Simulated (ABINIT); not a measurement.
Runs of ABINIT 10.8.3 (patched build) on P. It takes space group Cmce (No. 64, orthorhombic). Conventional cell: a = 3.295 Å, b = 10.930 Å, c = 4.544 Å, α = 90.00°, β = 90.00°, γ = 90.00°. P (site symmetry m) has 3 P at 2.20 to 2.25 Å as nearest neighbours. 

```csv
task,level,potentials or basis,k mesh,cutoff (eV),bands in the sums,broadening (eV),scissor shift (eV),tensor components,stop of the response cycle (tolvrs),gap on the mesh (eV),pressure (GPa),largest force (eV/Å)
single point,LDA,PseudoDojo NC SR LDA v0.4.1 standard,6 × 6 × 4,490,-,-,-,-,-,none,-2.3,0.19
optical spectrum,LDA,PseudoDojo NC SR LDA v0.4.1 standard,8 × 8 × 8,490,22,0.1,0,11 × 22 × 33,-,0.02,-2.3,(b)
single point,PBEsol,PseudoDojo NC SR PBEsol v0.4.1 standard,6 × 6 × 4,490,-,-,-,-,-,none,-0.6,0.31
phonons at a zone-boundary q,LDA,PseudoDojo NC SR LDA v0.4.1 standard,6 × 6 × 4,490,-,-,-,-,1e-10,none,-2.3,0.19
single point,r2SCAN,PseudoDojo NC SR PBE v0.4.1 standard,6 × 6 × 4,517,-,-,-,-,-,0.18,1.7,0.29
single point,revPBE,PseudoDojo NC SR PBE v0.4.1 standard,6 × 6 × 4,599,-,-,-,-,-,0.15,3.0,(a)
```

Alike in all rows: no spin polarisation; cell as given; smearing fermi-dirac 0.05 eV.

Q: Fill in the values left out.

A: (a) 0.32; (b) 0.17.

Caveats: the potentials were made for another functional, which shifts forces and pressure (some runs); the intraband (Drude) term is left out (some runs); spectra need much finer meshes, so this one isn't converged (some runs); independent-particle spectra lack excitons (some runs); the cutoff is short for stress, so the pressure is rough (some runs); the mesh is coarse for a metal's response (some runs).

A k mesh can miss the band edges.

A gap of «none» marks a metal or a gap under the smearing width.

Runs at the PBE level aren't shown here.
